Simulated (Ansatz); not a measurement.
Density of states of P (Pm-3m, a = 2.422 Å, b = 2.422 Å, c = 2.422 Å, α = 90.00°, β = 90.00°, γ = 90.00°), in states per eV and primitive cell, averaged over bins of 0.3 eV. All numbers below come from Ansatz, DFT PBEsol, scalar-relativistic, plane waves, PAW.

Cutoff 420 eV; k points 18×18×18 on the computed 1-atom cell (Γ-centred); Gaussian smearing, width 0.10 eV; no spin polarisation.

The cell is relaxed at this level. The states (both spins) are summed by tetrahedra on a 27×27×27 mesh at the self-consistent density. Energies are bin centres; the table starts no lower than −8 eV and ends at 6 eV, or lower where the solved bands end.

It is a metal at this level.

```csv
E − E_F (eV),total,P 3p,P 3s
-7.90,0.29,0.19,0.09
-7.60,0.30,0.21,0.08
-7.30,0.29,0.23,0.07
-7.00,0.31,0.24,0.06
-6.70,0.32,0.26,0.06
-6.40,0.34,0.28,0.05
-6.10,0.36,0.31,0.05
-5.80,0.40,0.34,0.05
-5.50,0.48,0.42,0.05
-5.20,0.48,0.43,0.05
-4.90,0.47,0.41,0.05
-4.60,0.46,0.40,0.05
-4.30,0.45,0.39,0.05
-4.00,0.44,0.39,0.05
-3.70,0.43,0.37,0.05
-3.40,0.44,0.37,0.06
-3.10,0.43,0.36,0.06
-2.80,0.43,0.36,0.06
-2.50,0.42,0.34,0.06
-2.20,0.46,0.38,0.06
-1.90,0.44,0.36,0.06
-1.60,0.41,0.33,0.06
-1.30,0.38,0.31,0.05
-1.00,0.36,0.29,0.05
-0.70,0.34,0.27,0.05
-0.40,0.33,0.26,0.05
-0.10,0.30,0.24,0.04
0.20,0.30,0.24,0.04
0.50,0.30,0.23,0.05
0.80,0.32,0.22,0.05
1.10,0.36,0.23,0.06
1.40,0.39,0.23,0.07
1.70,0.41,0.23,0.07
2.00,0.42,0.23,0.07
2.30,0.45,0.23,0.07
2.60,0.46,0.23,0.07
2.90,0.47,0.24,0.06
3.20,0.48,0.24,0.06
3.50,0.49,0.24,0.06
3.80,0.50,0.25,0.06
4.10,0.53,0.25,0.05
4.40,0.56,0.26,0.05
4.70,0.57,0.28,0.05
5.00,0.60,0.31,0.04
5.30,0.62,0.33,0.04
5.60,0.61,0.32,0.04
```

The columns after the total are the Löwdin projections on the occupied valence shells of the potentials. The rest of the total lies in shells that are empty in the free atom, which aren't projected, and between the atoms.

This simple cubic form isn't the element's structure at ambient conditions.

Cost: 1 run of about 0.16 core-minutes, on Intel Xeon 6975P-C (Granite Rapids) (shared hosts).